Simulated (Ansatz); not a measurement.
Crystal: CrCuO2.

```
Cu Cr O
1.0
     1.48670    0.85835    5.70000
    -1.48670    0.85835    5.70000
     0.00000   -1.71669    5.70000
Cu Cr O
1 1 2
Direct
  0.00000 0.00000 0.00000
  0.50000 0.50000 0.50000
  0.89208 0.89208 0.89208
  0.10792 0.10792 0.10792
```

Base run:

- Program: Ansatz 0.2.0
- Functional: LDA
- Potentials or basis: Ansatz PAW
- Cutoff: 420 eV (not typed: the program's choice for these potentials)
- k mesh: 10 × 10 × 10
- Occupations: fermi-dirac, width 0.05 eV
- Spin: collinear spin, ferromagnetic start
- Starting moments: [0.6, 3.0, 0.0, 0.0] μB
- Hubbard terms: Cr d U = 2 eV, Cu d U = 3.5 eV

Its results: band gap on the k mesh 1.53 eV, indirect (least direct gap 1.79 eV); pressure -7.5 GPa; net moment 3.00 μB per cell; site moments Cu +0.00; Cr +2.44; O -0.02 μB; largest force 0.218 eV/Å.

The run is repeated on the same cell with these changes: functional from LDA to r2SCAN; cutoff from 420 eV (not typed: the program's choice for these potentials) to 500 eV (not typed: the program's choice for these potentials); hubbard terms from Cr d U = 2 eV, Cu d U = 3.5 eV to none; hubbard projectors from ortho-atomic (the default) to none. What comes out?

Band gap on the k mesh 1.72 eV, indirect (least direct gap 2.13 eV); pressure -0.4 GPa; net moment 3.00 μB per cell; site moments Cu +0.00; Cr +2.45; O +0.01 μB; largest force 0.058 eV/Å.

Several settings changed at once, so the effect can't be laid on one alone.

Caveats: the magnetic or orbital state may not be the lowest; only a ferromagnetic start was run, and an antiferromagnetic order may lie lower in energy; the PAW data sets come from PBE, with cores solved anew for the run's functional, which leaves a small shift of forces and pressure.

A k mesh can miss the band edges.
